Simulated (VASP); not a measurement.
Computed with PBEsol GGA, VASP's PBE PAW potentials (set 64) (plane waves; VASP). Each cell was relaxed at this level, without spin-orbit coupling.

Problem. Which of these comes out without a gap?
A. CaF2, Fm-3m (225)
B. SrF2, Fm-3m (225)
C. TiN, Fm-3m (225)
D. NaBr, Fm-3m (225)

Solution. C, TiN, Fm-3m (225). The others have gaps of 4.07 eV (NaBr, Fm-3m (225)), 6.85 eV (SrF2, Fm-3m (225)), 7.20 eV (CaF2, Fm-3m (225)).
